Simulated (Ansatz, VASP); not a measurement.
V in VASP and in Ansatz

File POSCAR:

```
V
1.0
   -1.4917693513      1.4917693513      1.4917693513
    1.4917693513     -1.4917693513      1.4917693513
    1.4917693513      1.4917693513     -1.4917693513
V
1
Direct
    0.0000000000      0.0000000000      0.0000000000
```

Contents of INCAR.step1:

```
SYSTEM = V
  ALGO = Normal
  EDIFF = 1E-4
  ENCUT = 520
  GGA = PE
  ISMEAR = 1
  LASPH = .True.
  LCHARG = .False.
  LREAL = .False.
  LWAVE = .True.
  NBANDS = 12
  NELM = 80
  PREC = Accurate
  SIGMA = 0.03
```

File INCAR.step2:

```
SYSTEM = V
  ALGO = Normal
  EDIFF = 1E-6
  ENCUT = 520
  ISIF = 2
  ISMEAR = 1
  ISTART = 1
  LASPH = .True.
  LCHARG = .False.
  LMIXTAU = .True.
  LREAL = .False.
  LWAVE = .False.
  METAGGA = R2SCAN
  NBANDS = 12
  NELM = 80
  PREC = Accurate
  SIGMA = 0.03
```

The input KPOINTS:

```
k-points
0
Gamma
  15 15 15
  0 0 0
```

Input for Ansatz:

```yaml
crystal:
  lattice:
    - [-1.4917693513, 1.4917693513, 1.4917693513]
    - [1.4917693513, -1.4917693513, 1.4917693513]
    - [1.4917693513, 1.4917693513, -1.4917693513]
  atoms:
    - { symbol: V, position: [0.0, 0.0, 0.0] }
hamiltonian:
  xc: r2scan
  pseudopotentials:
    kind: paw
    azcp:
      V: "pseudopotentials/V.paw.azcp"
basis:
  ecutwfc: 500
  fft_grid_basis: typed
kpoints:
  mp_grid: { grid: [15, 15, 15], shift: [0, 0, 0] }
magnetization:
  spin_polarized: false
scf:
  occupations: { method: methfessel_paxton, width: 0.03 }
  lower_state_search: "off"
output:
  stress: true
```

Alike in both runs: task single point; functional r2SCAN; k mesh 15 × 15 × 15; occupations methfessel-paxton of order 1, width 0.03 eV; no spin polarisation.

|  | VASP | Ansatz |
| --- | --- | --- |
| version | VASP 6.6.1 | Ansatz 0.2.0 |
| potentials or method | VASP PAW PBE potentials, release 64 (V_sv) | plane waves (500 eV) with PAW, scalar-relativistic |
| plane-wave cutoff (eV) | 520 | 500 |
| valence electrons in the cell | 13 | 13 |

|  | VASP | Ansatz | Ansatz less VASP |
| --- | --- | --- | --- |
| pressure (GPa) | -0.1 | -0.8 | -0.71 |

The functional is the same, so the differences come from potentials, cutoffs and numerics.

Caveats: the PAW data sets were made with another functional, which shifts forces and pressure a little (VASP).
